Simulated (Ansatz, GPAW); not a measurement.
## A script for NaCl (GLLB-SC)

These are simulated results from GPAW 26.7.0, not measurements. The cell was built from a prototype and was relaxed with r2SCAN in plane waves (Ansatz 0.2.0). Not every such cell is a known phase. All runs are without spin polarisation.

The symmetry is P6_3/mmc (No. 194, hexagonal); conventional cell a = 3.892 Å, c = 6.737 Å, 22.10 Å³ an atom. Na is surrounded by 6 Cl at 2.81 Å; Cl is surrounded by 6 Na at 2.81 Å.

GLLB-SC is a model potential. Its fundamental gap is the Kohn-Sham gap plus a derivative discontinuity, which the script evaluates at the band edges among the listed k points. Its total energy isn't variational and serves nothing here.

The script, run.py:

```python
import json
from ase import Atoms
from gpaw import GPAW, PW, FermiDirac

atoms = Atoms(['Na', 'Na', 'Cl', 'Cl'],
              cell=[[3.892271, 0.0, 0.0], [-1.946136, 3.370806, 0.0], [0.0, 0.0, 6.736816]],
              scaled_positions=[[0.0, -0.0, 0.0], [0.0, -0.0, 0.5], [0.333333, 0.666667, 0.25], [0.666667, 0.333333, 0.75]],
              pbc=True)
calc = GPAW(mode=PW(400), xc='GLLBSC', kpts={'size': (6, 6, 4), 'gamma': True},
            occupations=FermiDirac(0.02), maxiter=100, legacy_gpaw=True, txt='gpaw.txt')
atoms.calc = calc
res = {'energy': atoms.get_potential_energy(force_consistent=True)}
res['electrons'] = calc.get_number_of_electrons()
res['k'] = calc.get_ibz_k_points().tolist()
res['levels'] = [calc.get_eigenvalues(kpt=i).tolist() for i in range(len(res['k']))]
points = [[0.0, 0.0, 0.0], [0.5, 0.0, 0.0], [0.333333, 0.333333, 0.0], [0.0, 0.0, 0.5], [0.5, 0.0, 0.5], [0.333333, 0.333333, 0.5]]
bands = calc.fixed_density(kpts=points, symmetry='off', nbands=round(res['electrons']) // 2 + 6, convergence={'bands': -2}, txt='bands.txt')
res['points'] = [bands.get_eigenvalues(kpt=i).tolist() for i in range(len(points))]
homo, lumo = bands.get_homo_lumo()
potential = calc.hamiltonian.xc.response.calculate_discontinuity_potential(homo, lumo)
res['discontinuity'] = bands.hamiltonian.xc.response.calculate_discontinuity(potential)
json.dump(res, open('results.json', 'w'))
print('free energy (eV):', round(res['energy'], 5))
```

Command: `python run.py`. It took 54 s on 1 thread of Arm Neoverse V2, on a shared host, peak memory 0.22 GiB.

The log gpaw.txt, trimmed of paths, versions and times, then the last line on the terminal. An iter line gives the energy in eV and the logarithms of the changes of orbitals (plane waves alone) and density (c: converged):

```
___ ___ ___ _ _ _
 |   |   |_  | | | |

 | | | | | . | | | |

 |__ |  _|___|_____|  26.7.0
 |___|_|

Input parameters:
  kpts: {gamma: True,
         size: (6, 6, 4)}
  maxiter: 100
  mode: {ecut: 400.0,
         name: pw}
  occupations: {fixmagmom: False,
                name: fermi-dirac,
                width: 0.02}
  xc: GLLBSC

System changes: positions, numbers, cell, pbc, initial_charges, initial_magmoms

Initialize ...

species:
  Na:
    name:    Sodium
    Z:       11.0
    valence: 7
    core:    4
    charge:  0.0  # [|e|]
    compensation charges:
      type: gauss
      rc: 0.37  # [Å]
      lmax: 2
    cutoffs:
      filter: 2.17  # [Å]
      core: 2.51  # [Å]
    projectors
    | kind |    occ | energy [eV] | rcut [Å] |

    |------|--------|-------------|----------|

    |   3s |  1.000 |      -3.912 |    1.201 |

    |   2p |  6.000 |     -30.109 |    1.217 |

    |   3p |  0.000 |      -2.230 |    1.217 |

    |    s |        |      23.299 |    1.201 |

    |    d |        |       0.000 |    1.238 |

    Using partial waves for Na as LCAO basis

  Cl:
    name:    Chlorine
    Z:       17.0
    valence: 7
    core:    10
    charge:  0.0  # [|e|]
    compensation charges:
      type: gauss
      rc: 0.25  # [Å]
      lmax: 2
    cutoffs:
      filter: 1.40  # [Å]
      core: 1.49  # [Å]
    projectors
    | kind |    occ | energy [eV] | rcut [Å] |

    |------|--------|-------------|----------|

    |   3s |  2.000 |     -24.525 |    0.794 |

    |   3p |  5.000 |     -12.463 |    0.794 |

    |    s |        |       2.686 |    0.794 |

    |    p |        |      14.748 |    0.794 |

    |    d |        |       0.000 |    0.794 |

    Using partial waves for Cl as LCAO basis

Reference energy: -33885.874477  # eV

Spin-paired calculation

Convergence criteria:
 Maximum [total energy] change in last 3 cyles: 0.0005 eV / valence electron
 Maximum integral of absolute [dens]ity change: 0.0001 electrons / valence electron
 Maximum integral of absolute [eigenst]ate change: 4e-08 eV^2 / valence electron
 Maximum number of scf [iter]ations: 100
 (Square brackets indicate name in SCF output, whereas a 'c' in
 the SCF output indicates the quantity has converged.)

Symmetries present (total): 2

  ( 1  0  0)  (-1  0  0)
  ( 0  1  0)  ( 0 -1  0)
  ( 0  0  1)  ( 0  0 -1)

144 k-points: 6 x 6 x 4 Monkhorst-Pack grid + [1/12,1/12,1/8]
76 k-points in the irreducible part of the Brillouin zone
       k-points in crystal coordinates                weights
   0:     0.00000000    0.00000000    0.00000000          1/144
   1:     0.00000000    0.00000000    0.25000000          2/144
   2:     0.00000000    0.00000000    0.50000000          1/144
   3:     0.00000000    0.16666667   -0.25000000          2/144
   4:     0.00000000    0.16666667    0.00000000          2/144
   5:     0.00000000    0.16666667    0.25000000          2/144
   6:     0.00000000    0.16666667    0.50000000          2/144
   7:     0.00000000    0.33333333   -0.25000000          2/144
   8:     0.00000000    0.33333333    0.00000000          2/144
   9:     0.00000000    0.33333333    0.25000000          2/144
          ...
  75:     0.50000000    0.50000000    0.50000000          1/144

Wave functions: Plane wave expansion
  Cutoff energy: 400.000 eV
  Number of coefficients (min, max): 1566, 1630
  Pulay-stress correction: 0.000000 eV/Ang^3 (de/decut=0.000000)
  Using FFTW library
  ScaLapack parameters: grid=1x1, blocksize=None
  Wavefunction extrapolation:
    Improved wavefunction reuse through dual PAW basis

Occupation numbers: Fermi-Dirac:
  width: 0.0200  # eV

Eigensolver
   Davidson(niter=2)

Densities:
  Coarse grid: 18*18*32 grid
  Fine grid: 36*36*64 grid
  Total Charge: 0.000000

Density mixing:
  Method: separate
  Backend: msr1
  Linear mixing parameter: 0.05
  old densities: 10
  Width of damping distribution: 1.1
  Damping of long wavelength oscillations: 20

Hamiltonian:
  XC and Coulomb potentials evaluated on a 36*36*64 grid
  Using the GLLBSC Exchange-Correlation functional
  External potential:
    NoExternalPotential

XC parameters: GLLBSC functional being used consists of
  -----------------------------------------------------------------------
  | Weight | Module     | Description                                   |

  -----------------------------------------------------------------------
  |  1.000 | SCREENING  | GGA_X_PBE_SOL with 2 nearest neighbor stencil |

  |  1.000 | RESPONSE   | eps=0.0500 eV                                 |

  |  1.000 | XC         | GGA_C_PBE_SOL with 2 nearest neighbor stencil |

  -----------------------------------------------------------------------

Memory estimate:
  Process memory now: 113.05 MiB
  Calculator: 68.80 MiB
    Density: 5.77 MiB
      Arrays: 2.06 MiB
      Localized functions: 2.13 MiB
      Mixer: 1.58 MiB
    Hamiltonian: 1.40 MiB
      Arrays: 1.34 MiB
      XC: 0.00 MiB
      Poisson: 0.00 MiB
      vbar: 0.05 MiB
    Wavefunctions: 61.63 MiB
      Arrays psit_nG: 39.70 MiB
      Eigensolver: 0.71 MiB
      Projections: 1.27 MiB
      Projectors: 17.67 MiB
      PW-descriptor: 2.29 MiB

Total number of cores used: 1

Number of atoms: 4
Number of atomic orbitals: 22
Number of bands in calculation: 21
Number of valence electrons: 28
Bands to converge: occupied

... initialized

Initializing position-dependent things.

Density initialized from atomic densities
Creating initial wave functions:
  21 bands from LCAO basis set
Positions:
   0 Na     0.000000    0.000000    0.000000    ( 0.0000,  0.0000,  0.0000)
   1 Na     0.000000    0.000000    3.368408    ( 0.0000,  0.0000,  0.0000)
   2 Cl    -0.000002    2.247205    1.684204    ( 0.0000,  0.0000,  0.0000)
   3 Cl     1.946137    1.123601    5.052612    ( 0.0000,  0.0000,  0.0000)

Unit cell:
           periodic     x           y           z      points  spacing
  1. axis:    yes    3.892271    0.000000    0.000000    18     0.1873
  2. axis:    yes   -1.946136    3.370806    0.000000    18     0.1873
  3. axis:    yes    0.000000    0.000000    6.736816    32     0.2105

  Lengths:   3.892271   3.892272   6.736816
  Angles:   90.000000  90.000000 120.000003

Effective grid spacing dv^(1/3) = 0.2043

iter:   1   -15.415238
iter:   2   -15.653823   -1.54  -1.36
iter:   3   -15.271673   -2.73  -1.29
iter:   4   -14.225008   -1.77  -1.39
iter:   5   -13.769353   -2.12  -1.79
iter:   6   -13.436533   -3.02  -1.71
iter:   7   -13.569960   -3.82  -1.62
iter:   8   -13.711207   -2.93  -1.69
iter:   9   -13.833195   -3.12  -2.05
iter:  10   -13.794365   -4.30  -2.68
iter:  11   -13.818094   -4.35  -2.71
iter:  12   -13.822957   -5.15  -3.70
iter:  13   -13.821996c  -5.94  -3.71
iter:  14   -13.821990c  -6.66  -4.03c
iter:  15   -13.821938c  -7.47c -4.72c

Converged after 15 iterations.

Energy contributions relative to reference atoms: (reference = -33885.874477)

Kinetic:        +37.123306
Potential:      -34.181495
External:        +0.000000
XC:             -16.820231
Entropy (-ST):   -0.000000
Local:           +0.056482
SIC:             +0.000000
--------------------------
Free energy:    -13.821938
Extrapolated:   -13.821938

GLLBSC response reference energy: -3.01595 eV (from HOMO)

Showing only first 2 kpts
 Kpt  Band  Eigenvalues  Occupancy
  0    12     -3.01607    2.00000
  0    13     -3.01606    2.00000
  0    14      3.46228    0.00000
  0    15      5.30412    0.00000

  1    12     -3.04533    2.00000
  1    13     -3.04532    2.00000
  1    14      3.88899    0.00000
  1    15      5.24119    0.00000

Fermi level: -1.59275

Gap: 6.478 eV
Transition (v -> c):
  (s=0, k=0, n=13, [0.00, 0.00, 0.00]) -> (s=0, k=0, n=14, [0.00, 0.00, 0.00])
No difference between direct/indirect transitions

free energy (eV): -13.82194
```

The gap in the log is over the mesh alone; results.json adds the listed points. GLLB-SC gives a gap of 9.37 eV (6.478 eV Kohn-Sham over the listed points plus 2.889 eV discontinuity). On the same cell, plane-wave PBE (Ansatz, 12×12×4 k points and the special points) gives a gap of 5.07 eV and r2SCAN a gap of 5.86 eV; on shared hosts these took about 5.9 and 14 core-seconds on the 4-atom cell, against 53 for the script. Semilocal gaps usually lie below measured ones.
